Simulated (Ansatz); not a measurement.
# La2O3 (P-3m1): scan of the energy under strain, by script

What does a strain cost in La2O3 (P-3m1)? Wanted for La2O3 (P-3m1): a scan of the energy under strain.

All numbers are computed with Ansatz 0.2.0 through its Python package. Level of theory: DFT PBE, plane waves, PAW.

## (1) Starting point

Symmetry: P-3m1, No. 164, trigonal system. Conventional cell: a = 3.931 Å, b = 3.931 Å, c = 6.112 Å, α = 90.00°, β = 90.00°, γ = 120.00°. La (site symmetry 3m) is surrounded by 7 O at 2.36 to 2.72 Å. Around O (site symmetry 3m) lie 4 La at 2.36 to 2.44 Å. O (site symmetry -3m) has 6 La at 2.72 Å as nearest neighbours.

No structure file is read: the coordinates are typed or built in the script.

## (2) Script

Input file run_strain.py:

```python
"""A rhombohedral strain scan of La2O3."""

import ansatz as az
import numpy as np
from tabulate import tabulate

config = {
    "xc": "pbe",
    "smearing": "gaussian",
    "sigma": 0.05,
    "kmesh": (6, 6, 4),
}

vectors0 = np.array([
    [3.930778, 0.0, 0.0],
    [-1.965389, 3.404153, 0.0],
    [0.0, 0.0, 6.111954],
])
sites = [
    ("La", (2 / 3, 1 / 3, 0.753764)),
    ("La", (1 / 3, 2 / 3, 0.246236)),
    ("O", (2 / 3, 1 / 3, 0.354109)),
    ("O", (1 / 3, 2 / 3, 0.645891)),
    ("O", (0.0, 0.0, 0.0)),
]


def make_crystal(cell):
    crystal = az.Crystal(lattice=az.Lattice.of(cell))
    for symbol, position in sites:
        crystal = crystal.atom(symbol, position)
    return crystal

# clamped ions: the fractional positions stay as typed
values = np.linspace(-0.02, 0.02, 5)
energies = []
for d in values:
    strain = d / 2 * (np.ones((3, 3)) - np.eye(3))
    cell = vectors0 @ (np.eye(3) + strain)
    model = (
        make_crystal(cell).calculation()
        .functional(config["xc"])
        .basis(16 * az.Ha)
        .occupations(config["smearing"], width=config["sigma"])
        .kpoints(*config["kmesh"])
    )
    r = model.run(threads=1).report
    energies.append(r["free_energy_ev"] / len(sites))
    print(f"d = {d:+.4f}  F = {energies[-1]:.5f} eV/atom")
energies = np.array(energies)

print(tabulate(zip(values, 1000 * (energies - energies.min())), headers=["strain", "dE (meV/atom)"], floatfmt=".3f"))
curvature = 2 * np.polyfit(values, energies, 3)[1]
volume = abs(np.linalg.det(vectors0)) / len(sites)
print(f"d2E/dd2 over the volume: {curvature / volume * 160.21766:.1f} GPa")
```

## (3) What the engine is handed

The package turns the script's settings into the engine's input (first run):

```yaml
crystal:
  lattice:
    - [3.930778, -0.03930778, -0.03930778]
    - [-1.9994305300000002, 3.42380689, -0.01438764]
    - [-0.06111954, -0.06111954, 6.111954]
  atoms:
    - { symbol: La, position: [0.6666666666666666, 0.3333333333333333, 0.753764] }
    - { symbol: La, position: [0.3333333333333333, 0.6666666666666666, 0.246236] }
    - { symbol: O, position: [0.6666666666666666, 0.3333333333333333, 0.354109] }
    - { symbol: O, position: [0.3333333333333333, 0.6666666666666666, 0.645891] }
    - { symbol: O, position: [0.0, 0.0, 0.0] }
basis:
  ecutwfc: 435.382179935808
kpoints:
  mp_grid:
    grid: [6, 6, 4]
hamiltonian:
  xc: pbe
scf:
  occupations:
    method: gaussian
    width: 0.05
```

## (4) Launch

The run is started by

```console
$ python run_strain.py
```

**Question.** How much energy does this rhombohedral strain cost, and what curvature follows?

The runs gave:

| quantity | value |
| --- | --- |
| curvature under the strain | 244.9 GPa |
| runs compared | 5 |
| range of energy | 5.04 meV/atom |
| lowest point, strain | 0.000 |

What this shows: Against the unstrained cell the energy per atom changes by +5.04 meV at one end of the scan and +4.96 meV at the other, and its second derivative over the volume is 244.9 GPa. What to keep in mind:
- The curvature belongs to this strain pattern and to the cell's stress; it equals a single elastic constant only for simple patterns.
- The structure comes from a database of computed cells and needn't be a stable or known phase.
- The ions keep their fractional positions (clamped ions).
